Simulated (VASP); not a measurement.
C:

```
CELL_PARAMETERS angstrom
2.46100 0.00000 0.00000
-1.23050 2.13129 0.00000
0.00000 0.00000 6.70800
ATOMIC_POSITIONS crystal
C 0.00000 0.00000 0.25000
C 0.33333 0.66667 0.25000
C 0.50000 0.00000 0.75000
C 0.83333 0.66667 0.75000
```

The cell was built by a generator and needn't be a form met in nature.

Base run:

```yaml
Program: VASP 6.6.1
Functional: PBEsol
Potentials_or_basis: VASP PAW PBE potentials, release 64 (C)
Cutoff: 520 eV
k_mesh: 16 × 16 × 4
Occupations: fermi-dirac, width 0.05 eV
Spin: no spin polarisation
```

Its results: band gap on the k mesh 0.19 eV; pressure 0.4 GPa; largest force 0.011 eV/Å.

After a change of settings the same cell gave: band gap on the k mesh 0.18 eV; pressure 5.8 GPa; largest force 0.010 eV/Å. Which change was it?
A. functional from PBEsol to LDA; potentials or basis from VASP PAW PBE potentials, release 64 (C) to VASP PAW LDA potentials, release 64 (C)
B. functional from PBEsol to vdW-DF2
C. functional from PBEsol to r2SCAN; dispersion from none to rVV10
D. functional from PBEsol to r2SCAN

B.

Caveats: the PAW data sets were made with another functional, which shifts forces and pressure a little; this functional lacks dispersion, which binds the layers, so the pressure and a relaxed spacing across them are unreliable (some runs).

Runs at the PBE level aren't shown here.
